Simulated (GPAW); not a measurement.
Wanted: an ASE script for a GPAW 26.7.0 run.

- Task: equation of state
- Functional: PBE
- Potentials or basis: PAW data sets generated in the run's folder for this functional
- Cutoff: 600 eV
- Basis: pw
- k mesh: 13 × 13 × 13
- Occupations: fermi-dirac, width 0.05 eV
- Spin: no spin polarisation
- Maxiter: 150
- Eos scales: [0.94, 0.96, 0.98, 1.0, 1.02, 1.04, 1.06]

The structure of Cu lies in Cu.cif:

```cif
data_Cu
_cell_length_a 3.61500000
_cell_length_b 3.61500000
_cell_length_c 3.61500000
_cell_angle_alpha 90.00000000
_cell_angle_beta 90.00000000
_cell_angle_gamma 90.00000000
_space_group_name_H-M_alt 'Fm-3m'
_space_group_name_Hall '-F 4 2 3'
_space_group_IT_number 225
loop_
_space_group_symop_operation_xyz
'x,y,z'
'-x,-y,-z'
'-y,x,z'
'y,-x,-z'
'-x,-y,z'
'x,y,-z'
'y,-x,z'
'-y,x,-z'
'x,-y,-z'
'-x,y,z'
'-y,-x,-z'
'y,x,z'
'-x,y,-z'
'x,-y,z'
'y,x,-z'
'-y,-x,z'
'z,x,y'
'-z,-x,-y'
'z,-y,x'
'-z,y,-x'
'z,-x,-y'
'-z,x,y'
'z,y,-x'
'-z,-y,x'
'-z,x,-y'
'z,-x,y'
'-z,-y,-x'
'z,y,x'
'-z,-x,y'
'z,x,-y'
'-z,y,x'
'z,-y,-x'
'y,z,x'
'-y,-z,-x'
'x,z,-y'
'-x,-z,y'
'-y,z,-x'
'y,-z,x'
'-x,z,y'
'x,-z,-y'
'-y,-z,x'
'y,z,-x'
'-x,-z,-y'
'x,z,y'
'y,-z,-x'
'-y,z,x'
'x,-z,y'
'-x,z,-y'
'x,y+1/2,z+1/2'
'-x,-y+1/2,-z+1/2'
'-y,x+1/2,z+1/2'
'y,-x+1/2,-z+1/2'
'-x,-y+1/2,z+1/2'
'x,y+1/2,-z+1/2'
'y,-x+1/2,z+1/2'
'-y,x+1/2,-z+1/2'
'x,-y+1/2,-z+1/2'
'-x,y+1/2,z+1/2'
'-y,-x+1/2,-z+1/2'
'y,x+1/2,z+1/2'
'-x,y+1/2,-z+1/2'
'x,-y+1/2,z+1/2'
'y,x+1/2,-z+1/2'
'-y,-x+1/2,z+1/2'
'z,x+1/2,y+1/2'
'-z,-x+1/2,-y+1/2'
'z,-y+1/2,x+1/2'
'-z,y+1/2,-x+1/2'
'z,-x+1/2,-y+1/2'
'-z,x+1/2,y+1/2'
'z,y+1/2,-x+1/2'
'-z,-y+1/2,x+1/2'
'-z,x+1/2,-y+1/2'
'z,-x+1/2,y+1/2'
'-z,-y+1/2,-x+1/2'
'z,y+1/2,x+1/2'
'-z,-x+1/2,y+1/2'
'z,x+1/2,-y+1/2'
'-z,y+1/2,x+1/2'
'z,-y+1/2,-x+1/2'
'y,z+1/2,x+1/2'
'-y,-z+1/2,-x+1/2'
'x,z+1/2,-y+1/2'
'-x,-z+1/2,y+1/2'
'-y,z+1/2,-x+1/2'
'y,-z+1/2,x+1/2'
'-x,z+1/2,y+1/2'
'x,-z+1/2,-y+1/2'
'-y,-z+1/2,x+1/2'
'y,z+1/2,-x+1/2'
'-x,-z+1/2,-y+1/2'
'x,z+1/2,y+1/2'
'y,-z+1/2,-x+1/2'
'-y,z+1/2,x+1/2'
'x,-z+1/2,y+1/2'
'-x,z+1/2,-y+1/2'
'x+1/2,y,z+1/2'
'-x+1/2,-y,-z+1/2'
'-y+1/2,x,z+1/2'
'y+1/2,-x,-z+1/2'
'-x+1/2,-y,z+1/2'
'x+1/2,y,-z+1/2'
'y+1/2,-x,z+1/2'
'-y+1/2,x,-z+1/2'
'x+1/2,-y,-z+1/2'
'-x+1/2,y,z+1/2'
'-y+1/2,-x,-z+1/2'
'y+1/2,x,z+1/2'
'-x+1/2,y,-z+1/2'
'x+1/2,-y,z+1/2'
'y+1/2,x,-z+1/2'
'-y+1/2,-x,z+1/2'
'z+1/2,x,y+1/2'
'-z+1/2,-x,-y+1/2'
'z+1/2,-y,x+1/2'
'-z+1/2,y,-x+1/2'
'z+1/2,-x,-y+1/2'
'-z+1/2,x,y+1/2'
'z+1/2,y,-x+1/2'
'-z+1/2,-y,x+1/2'
'-z+1/2,x,-y+1/2'
'z+1/2,-x,y+1/2'
'-z+1/2,-y,-x+1/2'
'z+1/2,y,x+1/2'
'-z+1/2,-x,y+1/2'
'z+1/2,x,-y+1/2'
'-z+1/2,y,x+1/2'
'z+1/2,-y,-x+1/2'
'y+1/2,z,x+1/2'
'-y+1/2,-z,-x+1/2'
'x+1/2,z,-y+1/2'
'-x+1/2,-z,y+1/2'
'-y+1/2,z,-x+1/2'
'y+1/2,-z,x+1/2'
'-x+1/2,z,y+1/2'
'x+1/2,-z,-y+1/2'
'-y+1/2,-z,x+1/2'
'y+1/2,z,-x+1/2'
'-x+1/2,-z,-y+1/2'
'x+1/2,z,y+1/2'
'y+1/2,-z,-x+1/2'
'-y+1/2,z,x+1/2'
'x+1/2,-z,y+1/2'
'-x+1/2,z,-y+1/2'
'x+1/2,y+1/2,z'
'-x+1/2,-y+1/2,-z'
'-y+1/2,x+1/2,z'
'y+1/2,-x+1/2,-z'
'-x+1/2,-y+1/2,z'
'x+1/2,y+1/2,-z'
'y+1/2,-x+1/2,z'
'-y+1/2,x+1/2,-z'
'x+1/2,-y+1/2,-z'
'-x+1/2,y+1/2,z'
'-y+1/2,-x+1/2,-z'
'y+1/2,x+1/2,z'
'-x+1/2,y+1/2,-z'
'x+1/2,-y+1/2,z'
'y+1/2,x+1/2,-z'
'-y+1/2,-x+1/2,z'
'z+1/2,x+1/2,y'
'-z+1/2,-x+1/2,-y'
'z+1/2,-y+1/2,x'
'-z+1/2,y+1/2,-x'
'z+1/2,-x+1/2,-y'
'-z+1/2,x+1/2,y'
'z+1/2,y+1/2,-x'
'-z+1/2,-y+1/2,x'
'-z+1/2,x+1/2,-y'
'z+1/2,-x+1/2,y'
'-z+1/2,-y+1/2,-x'
'z+1/2,y+1/2,x'
'-z+1/2,-x+1/2,y'
'z+1/2,x+1/2,-y'
'-z+1/2,y+1/2,x'
'z+1/2,-y+1/2,-x'
'y+1/2,z+1/2,x'
'-y+1/2,-z+1/2,-x'
'x+1/2,z+1/2,-y'
'-x+1/2,-z+1/2,y'
'-y+1/2,z+1/2,-x'
'y+1/2,-z+1/2,x'
'-x+1/2,z+1/2,y'
'x+1/2,-z+1/2,-y'
'-y+1/2,-z+1/2,x'
'y+1/2,z+1/2,-x'
'-x+1/2,-z+1/2,-y'
'x+1/2,z+1/2,y'
'y+1/2,-z+1/2,-x'
'-y+1/2,z+1/2,x'
'x+1/2,-z+1/2,y'
'-x+1/2,z+1/2,-y'
loop_
_atom_site_label
_atom_site_type_symbol
_atom_site_symmetry_multiplicity
_atom_site_Wyckoff_symbol
_atom_site_fract_x
_atom_site_fract_y
_atom_site_fract_z
_atom_site_occupancy
Cu1 Cu 4 a 0.0000000000 0.0000000000 0.0000000000 1
```

One way to write it, as run:

run.py

```python
import spglib
from ase import Atoms
from ase.eos import EquationOfState
from ase.io import Trajectory, read
from ase.units import GPa
from gpaw import GPAW, PW, setup_paths

setup_paths.insert(0, '.')

atoms = read('Cu.cif')
cell, positions, numbers = spglib.find_primitive(
    (atoms.cell[:], atoms.get_scaled_positions(), atoms.numbers), symprec=1e-4)
atoms = Atoms(numbers, cell=cell, scaled_positions=positions, pbc=True)

traj = Trajectory('eos.traj', 'w')
volumes, energies = [], []
for x in [0.94, 0.96, 0.98, 1.0, 1.02, 1.04, 1.06]:
    a = atoms.copy()
    a.set_cell(atoms.cell * x**(1 / 3), scale_atoms=True)
    calc = GPAW(mode=PW(600),
                xc='PBE',
                kpts={'size': (13, 13, 13), 'gamma': True},
                occupations={'name': 'fermi-dirac', 'width': 0.05},
                nbands=14,
                convergence={'density': 1e-05, 'energy': 1e-05},
                maxiter=150,
                txt=f'eos-{x:.2f}.txt')
    a.calc = calc
    energies.append(a.get_potential_energy(force_consistent=True))
    volumes.append(a.get_volume())
    p = -a.get_stress()[:3].mean() / GPa
    calc.write(f'eos-{x:.2f}.gpw')
    traj.write(a)
    print(f'{x:.2f} {volumes[-1]:10.4f} A^3 {energies[-1]:14.6f} eV {p:9.3f} GPa', flush=True)

v0, e0, B = EquationOfState(volumes, energies, eos='birchmurnaghan').fit()
print(f'V0 = {v0:.4f} A^3, E0 = {e0:.6f} eV, B0 = {B / GPa:.2f} GPa')
```

Potentials or basis: PAW data sets generated in the run's folder for this functional, pw.

The run is started by

```sh
$ gpaw-setup -f PBE Cu
$ OMP_NUM_THREADS=1 python run.py
```

Results of the run:

```yaml
Equilibrium_volume: 12.08 Å³/atom
Bulk_modulus: 138 GPa
Pressure_derivative_of_the_bulk_modulus: 5.1
```

Caveat: with this Cu data set, volumes or pressures lay over 1.5 % or 2 GPa off other programs in two to four cells of ten.

Wall time 73 s on 1 thread of Arm Neoverse V1, with other jobs on the host, peak memory 0.18 GiB.
